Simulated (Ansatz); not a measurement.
MnS:

```
Mn S
1.0
     3.95358    0.00000    0.00000
    -1.97679    3.42390    0.00000
     0.00000    0.00000    6.34253
Mn S
2 2
Direct
  0.66667 0.33333 0.49884
  0.33333 0.66667 0.99884
  0.33333 0.66667 0.62615
  0.66667 0.33333 0.12615
```

The cell is a database's computed one.

Base run:

* Program: Ansatz 0.2.0
* Functional: r2SCAN0
* Potentials or basis: Ansatz PAW
* Cutoff: 500 eV
* Density cutoff: 2000 eV
* k mesh: 5 × 5 × 3
* Occupations: fermi-dirac, width 0.05 eV
* Spin: collinear spin, ferromagnetic start
* Starting moments: [4.0, 4.0, 0.0, 0.0] μB

Its results: band gap on the k mesh 3.24 eV, indirect (least direct gap 3.26 eV); net moment 10.00 μB per cell; site moments Mn +4.36; S +0.07 μB; largest force 0.351 eV/Å.

Question: After a change of settings the same cell gave: band gap on the k mesh 2.64 eV, indirect (least direct gap 2.83 eV); net moment 10.00 μB per cell; site moments Mn +4.31; S +0.08 μB; largest force 0.324 eV/Å. Which change was it?
A. functional from r2SCAN0 to r2SCAN50; k mesh from 5 × 5 × 3 to 4 × 4 × 2
B. functional from r2SCAN0 to HSE03; cutoff from 500 eV to 420 eV; density cutoff from 2000 eV to 1680 eV; k mesh from 5 × 5 × 3 to 4 × 4 × 2
C. functional from r2SCAN0 to HSE06; cutoff from 500 eV to 420 eV; density cutoff from 2000 eV to 1680 eV; k mesh from 5 × 5 × 3 to 6 × 6 × 4
D. functional from r2SCAN0 to PBEsol0; cutoff from 500 eV to 420 eV; density cutoff from 2000 eV to 1680 eV; k mesh from 5 × 5 × 3 to 4 × 4 × 2

Answer: D.

Caveats: some runs use coarse meshes; the magnetic or orbital state may not be the lowest; only a ferromagnetic start was run, and an antiferromagnetic order may lie lower in energy; the PAW data sets come from PBE, with cores solved anew for the run's functional, which leaves a small shift of forces and pressure.

Not every run made on this cell is shown here.
